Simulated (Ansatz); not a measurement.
Calculated 17O NMR of the central transition for SiO2

Cell: a structure deposited in the COD (listed for 0.7 GPa) whose atoms were relaxed with PBE, the cell held.

```cif
data_SiO2
_symmetry_space_group_name_H-M 'P4_12_12'
_symmetry_Int_Tables_number 92
_cell_length_a 4.9028
_cell_length_b 4.9028
_cell_length_c 6.7782
_cell_angle_alpha 90.000
_cell_angle_beta 90.000
_cell_angle_gamma 90.000
loop_
_atom_site_label
_atom_site_type_symbol
_atom_site_symmetry_multiplicity
_atom_site_Wyckoff_symbol
_atom_site_fract_x
_atom_site_fract_y
_atom_site_fract_z
Si Si 4 a 0.3126 0.3126 0.0000
O O 8 b 0.2334 0.1310 0.1924
```

One atom of each set is listed.

The numbers come from a DFT calculation in Ansatz (r2SCAN, plane waves and PAW, scalar-relativistic, 500 eV cutoff, Γ-centred 5×5×4 k-points, Fermi–Dirac smearing 0.02 eV).

17O has I = 5/2 and Q = -25.58 mb (Pyykkö 2018); at 16.4 T its Larmor frequency is ν₀ = 94.7 MHz. Only the quadrupole interaction is simulated: positions count from each site's isotropic chemical shift, and J coupling is left out, as are shift anisotropy and dipolar coupling, which fast spinning averages.

(1) Give C_Q, η, the quadrupolar product P_Q = |C_Q|(1 + η²/3)^½, the second-order isotropic shift and the breadth of the pattern (fast magic-angle spinning) for each O site.

## Answers

(1) 

```json
{"site": "O", "first shell": "2 Si at 1.62–1.63 Å, angle 139°", "C_Q (MHz)": "-5.58", "η": "0.24", "P_Q (MHz)": "5.63", "δ_QIS (ppm)": "-21.2", "breadth (kHz)": "4.57"}
```

δ_QIS = −(ν_Q²/30ν₀²)[I(I+1) − 3/4](1 + η²/3) × 10⁶ ppm with ν_Q = 3|C_Q|/[2I(2I−1)]; it falls as 1/B₀² in ppm, and the breadth as 1/B₀ in kHz.

At O V_zz runs parallel to the line that joins its two neighbours (within 1°).

The largest force is 0.3 eV/Å, so the atoms aren't at the calculated equilibrium and relaxing them would move these values.
